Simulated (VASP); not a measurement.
Here is a VASP 6.6.1 calculation.

Contents of INCAR:

```
SYSTEM = ZnO
PREC     = Accurate       ! precision mode
ENCUT    = 600            ! plane-wave cutoff, eV
EDIFF    = 1E-7           ! SCF threshold, eV
ISMEAR   = 0              ! smearing method
SIGMA    = 0.03           ! smearing width, eV
LREAL    = .FALSE.        ! projectors in reciprocal space
LASPH    = .TRUE.         ! aspherical terms in the spheres
NELM     = 80             ! most SCF steps
ALGO     = Normal         ! electronic algorithm
ISIF     = 3              ! what is computed and relaxed
LWAVE    = .FALSE.        ! write WAVECAR
LCHARG   = .FALSE.        ! write CHGCAR
GGA      = PE             ! functional
IBRION   = 2              ! ionic algorithm
NSW      = 90             ! ionic steps
EDIFFG   = -0.005         ! ionic threshold
```

File KPOINTS:

```
regular mesh
0
G
  9 9 5
  0 0 0
```

POSCAR

```
ZnO                                     
1.0
    3.2863600650     -0.0000000000      0.0000000000
   -1.6431800325      2.8460712995     -0.0000000000
    0.0000000000     -0.0000000000      5.2998173491
  Zn              O             
     2     2
Direct
     0.3333333300000021    0.6666666699999979    0.4998171918418509
     0.6666666699999979    0.3333333300000021    0.9998171918418508
     0.6666666699999979    0.3333333300000021    0.3791928081581500
     0.3333333300000021    0.6666666699999979    0.8791928081581502
```

Potentials or basis: VASP PAW PBE potentials, release 64 (Zn, O).

Command:

```console
$ cat potpaw_PBE.64/Zn/POTCAR potpaw_PBE.64/O/POTCAR > POTCAR
$ mpirun -np 1 vasp_std > vasp.out
```

Q: Predict the relaxed volume.

A: 12.39 Å³/atom.

Q: What does it give for the band gap on the k mesh?

A: 0.72 eV, direct.

Q: What does it give for the relaxed cell?

A: a = 3.287 Å, b = 3.287 Å, c = 5.300 Å, α = 90.00°, β = 90.00°, γ = 120.00°.

Final structure:
```
Zn O
1.0
     3.28650    0.00000    0.00000
    -1.64325    2.84619    0.00000
     0.00000    0.00000    5.30039
Zn O
2 2
Cartesian
  0.0000 1.8975 2.6493
  1.6433 0.9487 5.2995
  1.6433 0.9487 2.0098
  0.0000 1.8975 4.6600
```
